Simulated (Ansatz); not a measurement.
CaF$_{2}$ (fluorite)

```yaml
crystal:
  lattice:
    - [0.00000, 2.75551, 2.75551]
    - [2.75551, 0.00000, 2.75551]
    - [2.75551, 2.75551, 0.00000]
  atoms:
    - { symbol: Ca, position: [0.00000, 0.00000, 0.00000] }
    - { symbol: F, position: [0.25000, 0.25000, 0.25000] }
    - { symbol: F, position: [0.75000, 0.75000, 0.75000] }
```

Calculation: PBE (plane waves to 420 eV, PAW, scalar-relativistic; Ansatz, an electronic-structure program). Harmonic phonons by density-functional perturbation theory on a 8×8×8 k mesh, in cm⁻¹; i marks imaginary ones, q is in fractions of the reciprocal vectors of the cell shown, and the three acoustic modes at Γ are left out. The non-analytic (LO-TO) term is not included, so polar modes at Γ have their transverse values. CaF2 was relaxed with its symmetry unable to fall. The PAW data are Ansatz's earlier set.

Problem. Is the structure dynamically stable at Γ, L = (0.5, 0.0, 0.0), X = (0.5, 0.5, 0.0)?

Solution. No imaginary mode at these points (lowest 112 cm⁻¹ at X = (0.5, 0.5, 0.0)); other wave vectors were not tested.

Problem. Predict the phonon wavenumbers at Γ, L = (0.5, 0.0, 0.0), X = (0.5, 0.5, 0.0).

Solution. 
```csv
q,wavenumbers (cm⁻¹)
Γ,"228 (×3), 306 (×3)"
"L = (0.5, 0.0, 0.0)","137 (×2), 231, 256 (×2), 259 (×2), 319, 337"
"X = (0.5, 0.5, 0.0)","112, 159 (×2), 176 (×2), 306, 315 (×2), 377"
```
